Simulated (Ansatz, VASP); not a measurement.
## One calculation of BN, two programs

The input INCAR:

```
PREC = Accurate ; ENCUT = 520
EDIFF = 1E-8 ; ISMEAR = 0
SIGMA = 0.01 ; LREAL = F
LASPH = T ; NELM = 80
ALGO = Normal ; ISIF = 2
LWAVE = F ; LCHARG = F
GGA = PE ; IVDW = 12
LEFG = T ; NBANDS = 16
```

Contents of KPOINTS:

```
Automatic mesh
0
Gamma
  12 12 4
```

POSCAR

```
BN
1.0
    2.5064254127      0.0000000000      0.0000000000
   -1.2532127064      2.1706280801      0.0000000000
    0.0000000000      0.0000000000      6.6141238871
B N
2 2
Direct
    0.3333333333      0.6666666667      0.2500000000
    0.6666666667      0.3333333333      0.7500000000
    0.3333333333      0.6666666667      0.7500000000
    0.6666666667      0.3333333333      0.2500000000
```

Input for Ansatz:

```yaml
crystal:
  lattice:
    - [2.5064254127, 0.0, 0.0]
    - [-1.2532127064, 2.1706280801, 0.0]
    - [0.0, 0.0, 6.6141238871]
  atoms:
    - { symbol: B, position: [0.3333333333, 0.6666666667, 0.25] }
    - { symbol: B, position: [0.6666666667, 0.3333333333, 0.75] }
    - { symbol: "N", position: [0.3333333333, 0.6666666667, 0.75] }
    - { symbol: "N", position: [0.6666666667, 0.3333333333, 0.25] }
basis:
  ecutwfc: 420
kpoints:
  mp_grid: { grid: [12, 12, 4] }
hamiltonian:
  xc: pbe
  dispersion: d3bj
scf:
  occupations: { method: fixed }
output:
  forces: true
  stress: true
  eigenvalues: true
  efg: {}
checkpoint:
  read: start.run
  write: ck
  compress: false
  write_wavefunctions: false
  write_every: 100000
```

Alike in both runs: task electric field gradients; functional PBE; dispersion D3(BJ); k mesh 12 × 12 × 4; no spin polarisation.

|  | VASP | Ansatz |
| --- | --- | --- |
| version | VASP 6.6.1 | Ansatz 0.2.0 |
| potentials or method | VASP PAW PBE potentials, release 64 (B, N) | scalar-relativistic, plane waves, PAW |
| plane-wave cutoff (eV) | 520 | 420 |
| occupations | gaussian, width 0.01 eV | fixed |
| valence electrons in the cell | 16 | 16 |

VASP gave:

* gap on the k mesh at the Fermi level (eV): 4.27
* least direct gap on the mesh (eV): 4.63
* pressure (GPa): 0.1
* largest component of the traceless stress (GPa): 0.21
* Vzz of the field gradient on the site that differs most (V/Å²): 35.0

Question: Which values does Ansatz return?

Answer: gap on the k mesh at the Fermi level (eV): 4.27; least direct gap on the mesh (eV): 4.64; pressure (GPa): 0.0; largest component of the traceless stress (GPa): 0.00; Vzz of the field gradient on the site that differs most (V/Å²): 28.1.

A k mesh can miss the band edges. Expect the measured gap to be larger: semilocal functionals such as PBE lack the derivative discontinuity.
